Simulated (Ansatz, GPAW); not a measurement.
**SrCl2: the functional in 2 programs**

Symmetry: Fm-3m, No. 225, cubic system. Conventional cell: a = 6.977 Å, b = 6.977 Å, c = 6.977 Å, α = 90.00°, β = 90.00°, γ = 90.00°. Sr (site symmetry m-3m) is surrounded by 8 Cl at 3.02 Å. Cl (site symmetry -43m) is surrounded by 4 Sr at 3.02 Å.

Kept alike: task band structure; k mesh 7 × 7 × 7; occupations fermi-dirac, width 0.05 eV; no spin polarisation. The mesh is that of the run's cell of 3 atoms. No spin-orbit coupling.

- A: Ansatz, Ansatz PAW, made for PBE, cutoff 420 to 500 eV
- B: GPAW; the program's PAW data sets (release 1.2.1) made for this functional (LDA); GPAW PAW data sets (gpaw-data 1.2.1) (PBE, r2SCAN); PAW data sets generated for this functional (PBEsol), cutoff 600 eV

```csv
functional,A: pressure (GPa),B: pressure (GPa)
LDA,-2.85,-2.78
PBE,?,1.05
PBEsol,-1.06,-0.99
r2SCAN,0.29,0.29
```

Pressure is positive in compression; plane-wave values hold the error of the finite cutoff, which Ansatz corrects. Values on potentials made for another functional: A at LDA, PBEsol, r2SCAN; B at r2SCAN.

Estimate the value left open.

In the median of the other rows A lies -0.07 GPa from the other column, which points to 0.98; the run gave 0.99 GPa, +0.01 from it.
